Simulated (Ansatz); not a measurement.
# AlN (P6_3mc) in Ansatz: single point with PBE

Aim: the single point of AlN with PBE.

All numbers are computed with Ansatz 0.2.0; they aren't measurements. Logs are shortened: lines on timing, memory, paths and dates and some standing lists are left out, and cuts for length are marked.

**Measured values to compare with.**

From “Structural and optical properties of self-assembled AlN nanowires grown on SiO2/Si substrates by molecular beam epitaxy”, 2024, arxiv:2402.00216, for a bulk crystal of AlN at 0 K: band gap 6.0343 eV (an exciton energy, a little under the gap).

The runs below are set against these values where they give the same quantity.

## Step 1: The structure

Symmetry: P6_3mc, No. 186, hexagonal system. Conventional cell: a = 3.113 Å, b = 3.113 Å, c = 4.981 Å, α = 90.00°, β = 90.00°, γ = 120.00°. Al (site symmetry 3m) is surrounded by 4 N at 1.89 Å. Around N (site symmetry 3m) lie 4 Al at 1.89 Å.

## Step 2: Single point, PBE

input.yaml reads:

```yaml
crystal:
  lattice:
    - [3.113, 0.0, 0.0]
    - [-1.5565, 2.695937082, 0.0]
    - [0.0, 0.0, 4.981]
  atoms:
    - { symbol: Al, position: [0.6666666667, 0.3333333333, 0.5] }
    - { symbol: Al, position: [0.3333333333, 0.6666666667, 0.0] }
    - { symbol: "N", position: [0.6666666667, 0.3333333333, 0.88] }
    - { symbol: "N", position: [0.3333333333, 0.6666666667, 0.38] }
hamiltonian:
  xc: pbe
  pseudopotentials: { kind: paw }
kpoints:
  mp_grid: { grid: [10, 10, 6] }
scf:
  occupations: { method: fermi_dirac, width: 0.05 }
basis:
  ecutwfc: "500 eV"
output:
  forces: true
  stress: true
  eigenvalues: true
```

Potentials or basis: Ansatz PAW.

Run with:

```
ansatz run input.yaml --threads 2 --pin off --max-ram 5120MiB --backend cpu --events-out ev --progress --plain --runs-dir out
```

The program printed:

```text
Warning: RAYON_NUM_THREADS=2 ignored (pool sized by the plan → 2); use --threads N
Engine: ansatz 0.2.0, aarch64-unknown-linux-gnu
Pseudopotentials: kind: paw
Pseudopotential: Al, paw, valence charge 3, recommended cutoff 420 eV (normal), Al.paw.azcp
Pseudopotential: N, paw, valence charge 5, recommended cutoff 420 eV (normal), N.paw.azcp
Functional definition: PBE
  parameter kappa = 0.804
  parameter beta = 0.06672455060314922
  exchange = pbe_x(kappa = kappa, mu = beta*pi^2/3)
  correlation = pbe_c(beta = beta)
Crystal: 4 atoms, lattice volume = 41.803 Å³
Basis set: ecut = 500 eV, 1087 PW (Γ), exchange–correlation on 48×48×80 points (8 copies of the dense FFT grid, shifted against one another)
Bands: 12, of which v1, the nominal top of the filled ones, is band 8 counted from 1 (7 counted from 0)
Symmetry: 12 space group operations
Space group: P63mc (ITA 186), of the structure as read, at distance tolerance 3.5e-5 Å
k-points: 56 of 600 (time reversal used)
Non-local potential: Al, projectors of the file, l = 0: 2, l = 1: 2, l = 2: 1
Non-local potential: N, projectors of the file, l = 0: 2, l = 1: 2, l = 2: 1
PAW form: soft (Blöchl's): semilocal exchange-correlation on the pseudo side does not see the compensation charge
PAW one-centre angular grid: Al, 110 points (default); XC on 64 Gauss nodes
PAW one-centre angular grid: N, 110 points (default); XC on 64 Gauss nodes
Initial density: superposition of atomic densities (neutral atoms: chi_scale 0, normalization atom), corrected by the library's trained network
Initial wavefunctions: pseudopotential atomic-orbital guess
Functional: x = pbe(κ = 0.804, μ = 0.2195149727645171), c = pbe(β = 0.06672455060314922)
SCF iter   1: F=—  HF=-1848.506841 eV  |F-HF|=—  |Δ(HF+E_count)|=         —  Δρ=9.92e-4  dr2=1.46e-4  ethr=1.77e-3  ⟨swp⟩=5.6  Hψ=4420  notcnv=0
preconditioner: auto → none  [insulator: Δε(μ)=4.210 eV  Ē_g=13.125 eV  σ=0.050 eV  W_gap=1.00  n_scr=2 (ndim 8)  ℏωp=23.0 eV  f_vac=0.000  D(μ)=0.00/eV (n_scr^D=0)  ε∞_Penn≈4.1]
SCF iter   2: F=—  HF=-1848.507093 eV  |F-HF|=—  |Δ(HF+E_count)|=   2.52e-4  Δρ=4.69e-4  dr2=2.38e-5  ethr=9.11e-7  ⟨swp⟩=2.4  Hψ=1513  notcnv=0
SCF iter   3: F=—  HF=-1848.507288 eV  |F-HF|=—  |Δ(HF+E_count)|=   1.94e-4  Δρ=6.29e-5  dr2=7.36e-7  ethr=1.49e-7  ⟨swp⟩=2.4  Hψ=1127  notcnv=0
iter 4 did not close the SCF: its close was put off for the readings that it lacked (scf_convergence_deferred on its scf_iter line)
SCF iter   4: F=-1848.507289 eV  HF=-1848.507289 eV  |F-HF|=2.10e-8  |Δ(HF+E_count)|=   1.12e-6  Δρ=1.09e-5  dr2=1.77e-8  ethr=4.60e-9  ⟨swp⟩=2.1  Hψ=1029  notcnv=0
iter 5 did not close the SCF: its close was put off for the readings that it lacked (scf_convergence_deferred on its scf_iter line)
SCF iter   5: F=-1848.507289 eV  HF=-1848.507289 eV  |F-HF|=5.93e-11  |Δ(HF+E_count)|=   2.38e-8  Δρ=1.89e-6  dr2=8.63e-10  ethr=1.11e-10  ⟨swp⟩=2.8  Hψ=1242  notcnv=0
SCF iter   6: F=-1848.507289 eV  HF=-1848.507289 eV  |F-HF|=1.50e-11  |Δ(HF+E_count)|=  3.42e-10  Δρ=2.71e-7  dr2=1.60e-11  ethr=5.39e-12  ⟨swp⟩=1.2  Hψ=2081  notcnv=0
SCF 1 converged in 6 iterations: F = -1848.507289 eV  dr2 = 1.60e-11
SCF converged after 6 iterations
Free energy (F): -1848.507289 eV
Harris-Foulkes:  -1848.507289 eV  (|F-HF|=1.50e-11)
Internal energy: -1848.507289 eV  (E = F + TS)
E sigma→0 (E₀):  -1848.507289 eV
Fermi energy:    9.258174 eV
--- Per-component energies (eV) ---
  E_band       = 30.379595
  E_kinetic    = 318.754139
  E_local      = -448.275660  (includes V_loc(G=0)·N_el)
  E_nonlocal   = 111.048569
  E_hartree    = 155.684421
  E_xc         = -203.671982
  E_vxc        = -215.925314  (∫ρ·V_xc dr)
  E_paw        = -1190.383545  (= ΣΔE_a)
  E_vpaw       = -46.590978  (= ΣTr[D̂ρ^β])
  E_aug_tail   = 0.000039  (compensation charges beyond the density's cutoff)
  E_ewald      = -591.663270
  E_smearing   = -0.000000  (= −TS)
  E_closure    = 0.000000  (closes the sum)
  Σ components = -1848.507289   (vs F -1848.507289, Δ=0.00e0)
--- Forces (eV/Å), atoms counted from 1 ---
  atom   1  Al    -0.00000000     0.00000000    -0.12932551
  atom   2  Al     0.00000000    -0.00000000    -0.12932551
  atom   3  N     -0.00000000    -0.00000000     0.12931608
  atom   4  N     -0.00000000     0.00000000     0.12931608
  max |Σ_I F_I| component: 1.89e-5 eV/Å
--- Stress (GPa, compression-positive) ---
        3.190743       0.000000      -0.000000
        0.000000       3.190743       0.000000
       -0.000000       0.000000       4.784490
  P = ⅓ Tr σ = 3.7220 GPa (37.220 kbar)
--- Band table (eV; the first three rows and the last of 56) ---
  k-point 0: bands = ["-8.0262", "-5.8825", "1.1564", "6.2905", "6.2905", "6.9396", "6.9396", "7.1191", "11.3335", "13.7888", "17.7305", "18.2925"]
  k-point 1: bands = ["-7.9199", "-6.0893", "1.5256", "6.3316", "6.3316", "6.5209", "6.8937", "6.8937", "11.8248", "13.8552", "17.5578", "18.2595"]
  k-point 2: bands = ["-7.6119", "-6.5817", "2.4944", "5.2382", "6.4457", "6.4457", "6.7702", "6.7702", "12.7755", "13.9128", "17.2874", "18.3041"]
  k-point 55: bands = ["-5.5260", "-5.5260", "2.2301", "2.2301", "3.5113", "3.5113", "6.3141", "6.3141", "14.2167", "14.2167", "15.3909", "15.3909"]
```

Wall time 1.7 s (2 threads of Arm Neoverse V1, shared host); peak memory 0.33 GiB.

What came out:

- Free energy: -1848.5073 eV
- Pressure: 3.7 GPa
- Largest force: 0.129 eV/Å
- Band gap on the k mesh: 4.21 eV, direct

Forces in eV/Å, atoms in the order of the input:
```
Al   0.000  0.000 -0.129
Al   0.000  0.000 -0.129
N    0.000  0.000  0.129
N    0.000  0.000  0.129
```

Stress tensor (GPa, compression positive):
```
3.19 0.00 0.00
0.00 3.19 0.00
0.00 0.00 4.78
```

## Step 3: Against experiment

Step 2. Against the measured gap of AlN, 6.0343 eV (an exciton energy, a little under the gap; 0 K; quoted in “Structural and optical properties of self-assembled AlN nanowires grown on SiO2/Si substrates by molecular beam epitaxy”, 2024, arxiv:2402.00216), the calculated 4.21 eV is off by -1.82 eV. 2 values of this kind are on record (6.034 to 6.0343 eV); this one was drawn at random. The value is that of PBE on a finite k mesh, which can miss the band edges, without temperature or zero-point motion. Semilocal functionals fall short of measured gaps as a rule.
